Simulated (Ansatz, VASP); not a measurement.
# Be in VASP and in Ansatz

File INCAR:

```
SYSTEM = Be
PREC = Accurate
ENCUT = 520
EDIFF = 1E-7
ISMEAR = -1
SIGMA = 0.05
LREAL = .FALSE.
LASPH = .TRUE.
NELM = 60
ALGO = Normal
ISIF = 2
LWAVE = .FALSE.
LCHARG = .FALSE.
GGA = PE
NBANDS = 9
```

File KPOINTS:

```
Automatic mesh
0
G
  13 13 8
  0 0 0
```

POSCAR

```
Be
1.0
    2.3153731856      0.0000000000      0.0000000000
   -1.1576865928      2.0051719980      0.0000000000
    0.0000000000      0.0000000000      3.6313659352
Be
2
Direct
    0.6666666667      0.3333333333      0.7500000000
    0.3333333333      0.6666666667      0.2500000000
```

Contents of input.yaml:

```yaml
crystal:
  lattice:
    - [2.3153731856, 0.0, 0.0]
    - [-1.1576865928, 2.005171998, 0.0]
    - [0.0, 0.0, 3.6313659352]
  atoms:
    - { symbol: Be, position: [0.6666666667, 0.3333333333, 0.75] }
    - { symbol: Be, position: [0.3333333333, 0.6666666667, 0.25] }
hamiltonian:
  xc: pbe
  pseudopotentials: { kind: paw }
kpoints:
  mp_grid: { grid: [13, 13, 8] }
scf:
  occupations: { method: fermi_dirac, width: 0.05 }
output:
  forces: true
  stress: true
  eigenvalues: true
  write_density: true
  write_potential: true
  elf: true
  volumetric_format: npy
```

Change from the starting cell: volume scaled by 1.04.

Alike in both runs: task single point; functional PBE; k mesh 13 × 13 × 8; occupations fermi-dirac, width 0.05 eV; no spin polarisation.

```csv
,VASP,Ansatz
version,VASP 6.6.1,Ansatz 0.2.0
potentials or method,"VASP PAW PBE potentials, release 64 (Be)",Ansatz PAW
plane-wave cutoff (eV),520,420
valence electrons in the cell,4,4
```

Ansatz gave:

* gap on the k mesh at the Fermi level (eV): none
* pressure (GPa): -7.0
* largest component of the traceless stress (GPa): 1.13

Q: Which values does VASP return?

A: gap on the k mesh at the Fermi level (eV): none; pressure (GPa): -6.9; largest component of the traceless stress (GPa): 1.11.

A gap of «none» marks a metal or a gap that the smearing closes.
